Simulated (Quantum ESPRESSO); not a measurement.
Here is a Quantum ESPRESSO 7.5 calculation.

File pw.in:

```
&CONTROL
  calculation = 'scf'
  prefix = 'pwscf'
  outdir = './tmp'
  pseudo_dir = './pseudo'
  tprnfor = .true.
  tstress = .true.
  disk_io = 'low'
/
&SYSTEM
  ibrav = 0
  nat = 1
  ntyp = 1
  ecutwfc = 55
  ecutrho = 440
  nbnd = 9
  occupations = 'smearing'
  smearing = 'fd'
  degauss = 0.00367493
/
&ELECTRONS
  conv_thr = 2d-10
  electron_maxstep = 120
  mixing_beta = 0.5
/
ATOMIC_SPECIES
I    126.9045 I.pbe-n-kjpaw_psl.0.2.UPF
CELL_PARAMETERS angstrom
  -2.2399120100    2.0406045100    2.2754012200
   1.8440154800   -2.1717393000    2.0106394700
   2.2168823400    2.1487096300   -2.4065360000
ATOMIC_POSITIONS crystal
I      0.0000000000    0.0000000000    0.0000000000
K_POINTS automatic
9 10 9 0 0 0
```

File pp_density.in:

```
&INPUTPP
  prefix = 'pwscf'
  outdir = './tmp'
  filplot = 'density.dat'
  plot_num = 0
/
&PLOT
  nfile = 1
  filepp(1) = 'density.dat'
  iflag = 3
  output_format = 6
  fileout = 'density.cube'
/
```

File pp_potential.in:

```
&INPUTPP
  prefix = 'pwscf'
  outdir = './tmp'
  filplot = 'potential.dat'
  plot_num = 11
/
&PLOT
  nfile = 1
  filepp(1) = 'potential.dat'
  iflag = 3
  output_format = 6
  fileout = 'potential.cube'
/
```

Potentials or basis: SSSP 1.3 efficiency PBE.

Run with:

```bash
$ OMP_NUM_THREADS=1 pw.x -in pw.in > pw.out
$ OMP_NUM_THREADS=1 pp.x -in pp_density.in > pp_density.out
$ OMP_NUM_THREADS=1 pp.x -in pp_potential.in > pp_potential.out
```

**Question.** Estimate the pressure.

**Answer.** -0.1 GPa.

**Question.** Estimate the band gap on the k mesh.

**Answer.** None (metal or under the smearing width).

Stress tensor (GPa, compression positive):
```
 0.65 -0.42 -3.98
-0.42 -0.59  0.05
-3.98  0.05 -0.46
```

Caveat: an odd number of electrons without spin polarisation forces a metal; a magnetic or distorted state may lie lower. The run has no spin-orbit coupling, so splittings on I are missing.
